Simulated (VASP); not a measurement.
# WS2 (P6_3/mmc) in VASP: Born charges and dielectric tensor with LDA

Aim: the Born charges and dielectric tensor of WS2 with LDA.

All numbers are computed with VASP 6.6.1; they aren't measurements. Logs are shortened: lines on timing, memory, paths and dates and some standing lists are left out, and cuts for length are marked.

### 1 Starting point

Symmetry: P6_3/mmc, No. 194, hexagonal system. Conventional cell: a = 3.130 Å, b = 3.130 Å, c = 12.178 Å, α = 90.00°, β = 90.00°, γ = 120.00°. W (site symmetry -6m2) is surrounded by 6 S at 2.39 Å. Around S (site symmetry 3m) lie 3 W at 2.39 Å.

The cell is a database's computed one.

### 2 Born charges and dielectric tensor, LDA

Input file INCAR:

```
SYSTEM = WS2
PREC = Accurate
ENCUT = 600
EDIFF = 1E-8
ISMEAR = 0
SIGMA = 0.02
LREAL = .FALSE.
LASPH = .TRUE.
NELM = 60
ALGO = Normal
ISIF = 2
LWAVE = .FALSE.
LCHARG = .FALSE.
LEPSILON = .TRUE.
IBRION = 8
NSW = 1
```

Input file KPOINTS:

```
regular mesh
0
G
  12 12 2
  0 0 0
```

Input file POSCAR:

```
WS2
1.0
    3.1295400000      0.0000000000      0.0000000000
   -1.5647700000      2.7102600000      0.0000000000
    0.0000000000      0.0000000000     12.1778200000
W S
2 4
Direct
    0.3333300000      0.6666700000      0.2500000000
    0.6666700000      0.3333300000      0.7500000000
    0.3333300000      0.6666700000      0.6216400000
    0.6666700000      0.3333300000      0.1216400000
    0.3333300000      0.6666700000      0.8783600000
    0.6666700000      0.3333300000      0.3783600000
```

Potentials or basis: VASP PAW LDA potentials, release 64 (W, S).

Run with:

```sh
$ cat potpaw_LDA.64/W/POTCAR potpaw_LDA.64/S/POTCAR > POTCAR
$ mpirun -np 1 vasp_std > vasp.out
```

OUTCAR:

```text
SYSTEM = WS2
   PREC = Accurate
   ENCUT = 600
   EDIFF = 1E-8
   ISMEAR = 0
   LREAL = .FALSE.
   LASPH = .TRUE.
   NELM = 60
   ISIF = 2
   LEPSILON = .TRUE.
   IBRION = 8
   NSW = 1

 ion  position               nearest neighbor table
   1  0.333  0.667  0.250-   4 2.39   6 2.39   4 2.39   6 2.39   4 2.39   6 2.39
   2  0.667  0.333  0.750-   3 2.39   5 2.39   3 2.39   5 2.39   3 2.39   5 2.39
   3  0.333  0.667  0.622-   2 2.39   2 2.39   2 2.39
   4  0.667  0.333  0.122-   1 2.39   1 2.39   1 2.39
   5  0.333  0.667  0.878-   2 2.39   2 2.39   2 2.39
   6  0.667  0.333  0.378-   1 2.39   1 2.39   1 2.39

  LATTYP: Found a hexagonal cell.
 ALAT       =     3.1295400000
 C/A-ratio  =     3.8912491932

  Lattice vectors:

 A1 = (   3.1295400000,   0.0000000000,   0.0000000000)
 A2 = (  -1.5647700000,   2.7102600000,   0.0000000000)
 A3 = (   0.0000000000,   0.0000000000,  12.1778200000)

Analysis of symmetry for initial positions (statically):
=====================================================================
 Subroutine PRICEL returns:
 Original cell was already a primitive cell.

 Routine SETGRP: Setting up the symmetry group for a
 hexagonal supercell.

 Subroutine GETGRP returns: Found  8 space group operations
 (whereof  4 operations were pure point group operations)
 out of a pool of 24 trial point group operations.

The static configuration has the point symmetry C_2h.
 The point group associated with its full space group is D_2h.

Analysis of symmetry for dynamics (positions and initial velocities):
=====================================================================
 Subroutine PRICEL returns:
 Original cell was already a primitive cell.

 Routine SETGRP: Setting up the symmetry group for a
 hexagonal supercell.

 Subroutine GETGRP returns: Found  8 space group operations
 (whereof  4 operations were pure point group operations)
 out of a pool of 24 trial point group operations.

The dynamic configuration has the point symmetry C_2h.
 The point group associated with its full space group is D_2h.

 Subroutine INISYM returns: Found  8 space group operations
 (whereof  4 operations are pure point group operations),
 and found     1 'primitive' translations

----------------------------------------------------------------------------------------

                                     Primitive cell

  volume of cell :     103.2907

[... 855 lines left out ...]
  x     0.00000     0.00000     0.00000     0.00000     0.00000     0.00000
  y     0.00000     0.00000     0.00000     0.00000     0.00000     0.00000
  z     0.00000     0.00000     0.00000     0.00000     0.00000     0.00000

 PIEZOELECTRIC TENSOR (including local field effects)  for field in x, y, z        (C/m^2)
          XX          YY          ZZ          XY          YZ          ZX
  --------------------------------------------------------------------------------
  x     0.00000     0.00000     0.00000     0.00000     0.00000     0.00000
  y     0.00000     0.00000     0.00000     0.00000     0.00000     0.00000
  z     0.00000     0.00000     0.00000     0.00000     0.00000     0.00000

 BORN EFFECTIVE CHARGES (including local field effects) (in |e|, cummulative output)
 ---------------------------------------------------------------------------------
 ion    1
    1    -0.72579     0.00002     0.00000
    2     0.00002    -0.72576     0.00000
    3     0.00000     0.00000    -0.56068
 ion    2
    1    -0.72579     0.00002     0.00000
    2     0.00002    -0.72576     0.00000
    3     0.00000     0.00000    -0.56068
 ion    3
    1     0.36289    -0.00001    -0.00020
    2    -0.00001     0.36288     0.00012
    3     0.00001    -0.00001     0.28034
 ion    4
    1     0.36289    -0.00001     0.00020
    2    -0.00001     0.36288    -0.00012
    3    -0.00001     0.00001     0.28034
 ion    5
    1     0.36289    -0.00001     0.00020
    2    -0.00001     0.36288    -0.00012
    3    -0.00001     0.00001     0.28034
 ion    6
    1     0.36289    -0.00001    -0.00020
    2    -0.00001     0.36288     0.00012
    3     0.00001    -0.00001     0.28034

 INTERNAL STRAIN TENSOR FOR ION    6 for displacements in x,y,z  (eV/Angst):
          X           Y           Z          XY          YZ          ZX
  --------------------------------------------------------------------------------
  x     0.00257     0.00213    -0.00173     3.83812    -0.01840   -15.08609
  y     3.77306    -3.77578     0.00100     0.11098   -16.27921    -0.00725
  z   -12.35193   -12.33846   -31.66945     0.01165    -0.02374    -0.15116

 SECOND DERIVATIVES (NOT SYMMETRIZED)
 ------------------------------------
               1X          1Y          1Z          2X          2Y          2Z          3X          3Y          3Z          4X          4Y          4Z          5X          5Y          5Z          6X          6Y          6Z
  1X   -22.591555   -0.000940   -0.000000    0.048621   -0.001175   -0.000000    0.057682   -0.000534    0.001194   11.213785    0.001592   -0.000636    0.057682   -0.000534   -0.001194   11.213785    0.001592    0.000636
  1Y    -0.000940  -22.592621   -0.000000   -0.001175    0.047265   -0.000000   -0.000534    0.057065   -0.000689    0.001592   11.215613    0.000367   -0.000534    0.057065    0.000689    0.001592   11.215613   -0.000367
  1Z     0.000000    0.000000  -33.821915    0.000000    0.000000    0.200043   -0.000415    0.000240   -0.015679    0.000316   -0.000183   16.826615    0.000415   -0.000240   -0.015679   -0.000316    0.000183   16.826615
  2X     0.048621   -0.001175   -0.000000  -22.591555   -0.000940   -0.000000   11.213785    0.001592    0.000636    0.057682   -0.000534   -0.001194   11.213785    0.001592   -0.000636    0.057682   -0.000534    0.001194
  2Y    -0.001175    0.047265   -0.000000   -0.000940  -22.592621   -0.000000    0.001592   11.215613   -0.000367   -0.000534    0.057065    0.000689    0.001592   11.215613    0.000367   -0.000534    0.057065   -0.000689
  2Z     0.000000    0.000000    0.200043    0.000000    0.000000  -33.821915   -0.000316    0.000183   16.826615    0.000415   -0.000240   -0.015679    0.000316   -0.000183   16.826615   -0.000415    0.000240   -0.015679
  3X     0.058552    0.000439    0.000193   11.213025   -0.000874   -0.000650  -10.958191   -0.000873   -0.000196   -0.029936   -0.000184    0.000431   -0.353194    0.000785    0.000460    0.069744    0.000708   -0.000237
  3Y     0.000439    0.059058   -0.000111   -0.000874   11.212007    0.000375   -0.000873  -10.959190    0.000113   -0.000184   -0.030149   -0.000249    0.000785   -0.352288   -0.000265    0.000708    0.070562    0.000137
  3Z    -0.003354    0.001937    0.047660    0.000900   -0.000519   16.765243    0.002623   -0.001514  -19.208588   -0.000167    0.000096    0.115561    0.000150   -0.000087    2.109034   -0.000152    0.000088    0.171090
  4X    11.213025   -0.000874    0.000650    0.058552    0.000439   -0.000193   -0.029936   -0.000184   -0.000431  -10.958191   -0.000873    0.000196    0.069744    0.000708    0.000237   -0.353194    0.000785   -0.000460
  4Y    -0.000874   11.212007   -0.000375    0.000439    0.059058    0.000111   -0.000184   -0.030149    0.000249   -0.000873  -10.959190   -0.000113    0.000708    0.070562   -0.000137    0.000785   -0.352288    0.000265
  4Z    -0.000900    0.000519   16.765243    0.003354   -0.001937    0.047660    0.000167   -0.000096    0.115561   -0.002623    0.001514  -19.208588    0.000152   -0.000088    0.171090   -0.000150    0.000087    2.109034
  5X     0.058552    0.000439   -0.000193   11.213025   -0.000874    0.000650   -0.353194    0.000785   -0.000460    0.069744    0.000708    0.000237  -10.958191   -0.000873    0.000196   -0.029936   -0.000184   -0.000431
  5Y     0.000439    0.059058    0.000111   -0.000874   11.212007   -0.000375    0.000785   -0.352288    0.000265    0.000708    0.070562   -0.000137   -0.000873  -10.959190   -0.000113   -0.000184   -0.030149    0.000249
  5Z     0.003354   -0.001937    0.047660   -0.000900    0.000519   16.765243   -0.000150    0.000087    2.109034    0.000152   -0.000088    0.171090   -0.002623    0.001514  -19.208588    0.000167   -0.000096    0.115561
  6X    11.213025   -0.000874   -0.000650    0.058552    0.000439    0.000193    0.069744    0.000708   -0.000237   -0.353194    0.000785    0.000460   -0.029936   -0.000184    0.000431  -10.958191   -0.000873   -0.000196
  6Y    -0.000874   11.212007    0.000375    0.000439    0.059058   -0.000111    0.000708    0.070562    0.000137    0.000785   -0.352288   -0.000265   -0.000184   -0.030149   -0.000249   -0.000873  -10.959190    0.000113
  6Z     0.000900   -0.000519   16.765243   -0.003354    0.001937    0.047660   -0.000152    0.000088    0.171090    0.000150   -0.000087    2.109034   -0.000167    0.000096    0.115561    0.002623   -0.001514  -19.208588

 Eigenvectors and eigenvalues of the dynamical matrix
 ----------------------------------------------------

   1 f  =   13.270571 THz    83.381459 2PiTHz  442.658611 cm-1    54.882648 meV
             X         Y         Z           dx          dy          dz
     -0.000016  1.806849  3.044455     0.000000   -0.000000   -0.353453
      1.564786  0.903411  9.133365    -0.000000    0.000000    0.353453
     -0.000016  1.806849  7.570220     0.000049   -0.000028   -0.433054
      1.564786  0.903411  1.481310     0.000049   -0.000028    0.433054
     -0.000016  1.806849 10.696510    -0.000049    0.000028   -0.433054
      1.564786  0.903411  4.607600    -0.000049    0.000028    0.433054
[... 145 lines left out ...]
  18 f/i=    0.000553 THz     0.003477 2PiTHz    0.018461 cm-1     0.002289 meV
             X         Y         Z           dx          dy          dz
     -0.000016  1.806849  3.044455     0.000000    0.000000    0.608854
      1.564786  0.903411  9.133365     0.000000    0.000000    0.608854
     -0.000016  1.806849  7.570220     0.000021   -0.000012    0.254260
      1.564786  0.903411  1.481310    -0.000021    0.000012    0.254260
     -0.000016  1.806849 10.696510    -0.000021    0.000012    0.254260
      1.564786  0.903411  4.607600     0.000021   -0.000012    0.254260

--------------------------------------------------------------------------------------------------------

 MACROSCOPIC STATIC DIELECTRIC TENSOR IONIC CONTRIBUTION
 ------------------------------------------------------
           0.081873    -0.000010     0.000000
          -0.000010     0.081862     0.000000
           0.000000     0.000000     0.032759
 ------------------------------------------------------

 ELASTIC MODULI CONTR FROM IONIC RELAXATION (kBar)
 Direction    XX          YY          ZZ          XY          YZ          ZX
 --------------------------------------------------------------------------------
 XX        -527.6797   -358.1651  -1135.2786    -60.5293     -0.0000     -0.0000
 YY        -358.1651   -525.8167  -1134.5493     62.1419      0.0000     -0.0000
 ZZ       -1135.2786  -1134.5493  -2911.5889      0.6307     -0.0000     -0.0000
 XY         -60.5293     62.1419      0.6307   -897.9463     -0.0000      0.0000
 YZ           0.0000     -0.0000     -0.0000     -0.0000  -1535.6562     -2.2029
 ZX          -0.0000     -0.0000     -0.0000      0.0000     -2.2029  -1320.9186
 --------------------------------------------------------------------------------

 PIEZOELECTRIC TENSOR IONIC CONTR  for field in x, y, z        (C/m^2)
          XX          YY          ZZ          XY          YZ          ZX
  --------------------------------------------------------------------------------
  x     0.00000    -0.00000    -0.00000     0.00000    -0.00000     0.00000
  y     0.00000    -0.00000    -0.00000     0.00000     0.00000    -0.00000
  z     0.00000    -0.00000    -0.00000     0.00000     0.00000     0.00000
```

It took 71 min on 1 thread of Intel Xeon Platinum 8488C (Sapphire Rapids), shared host; peak memory 1.1 GiB.

Results:

```yaml
Band_gap_on_the_k_mesh: 0.87 eV, indirect (least direct gap 1.88 eV)
Electronic_dielectric_tensor_diagonal: 13.96, 13.96, 6.77
Born_charges_mean_of_the_diagonal: W -0.67; S +0.34 e
Highest_phonon_frequency_at_Γ_LO-TO_splitting_left_out: 443 cm⁻¹
```

Levels at points of the mesh, in eV from the valence-band top:
| k point | band 16 | band 17 | band 18 | band 19 | band 20 | band 21 |
| --- | --- | --- | --- | --- | --- | --- |
| (0.00, 0.00, 0.00) | -1.42 | -1.38 | 0.00 | 2.34 | 2.34 | 2.35 |
| (0.50, 0.00, 0.00) | -1.77 | -1.71 | -1.57 | 2.31 | 2.36 | 2.54 |
| (0.50, 0.50, 0.00) | -1.77 | -1.71 | -1.57 | 2.31 | 2.36 | 2.54 |
| (0.00, 0.00, 0.50) | -2.25 | -0.33 | -0.33 | 2.33 | 2.33 | 2.33 |
| (0.50, 0.00, 0.50) | -1.83 | -1.65 | -1.65 | 2.33 | 2.33 | 2.77 |
| (0.50, 0.50, 0.50) | -1.83 | -1.65 | -1.65 | 2.33 | 2.33 | 2.77 |

Phonon frequencies in cm⁻¹ (negative: imaginary):
```tsv
q point	frequencies
(0.000, 0.000, 0.000)	0 0 0 28 28 43 298 298 301 301 359 359 359 359 425 426 439 443
```

Electronic dielectric tensor:
```
13.96  0.00  0.00
 0.00 13.96  0.00
 0.00  0.00  6.77
```

Born effective charge tensors (e):
atom 1, W
```
-0.73  0.00  0.00
 0.00 -0.73  0.00
 0.00  0.00 -0.56
```
atom 2, W
```
-0.73  0.00  0.00
 0.00 -0.73  0.00
 0.00  0.00 -0.56
```
atom 3, S
```
0.36 0.00 0.00
0.00 0.36 0.00
0.00 0.00 0.28
```
atom 4, S
```
0.36 0.00 0.00
0.00 0.36 0.00
0.00 0.00 0.28
```
atom 5, S
```
0.36 0.00 0.00
0.00 0.36 0.00
0.00 0.00 0.28
```
atom 6, S
```
0.36 0.00 0.00
0.00 0.36 0.00
0.00 0.00 0.28
```

Caveat: spin-orbit coupling is left out, which moves the levels of the heavy elements.
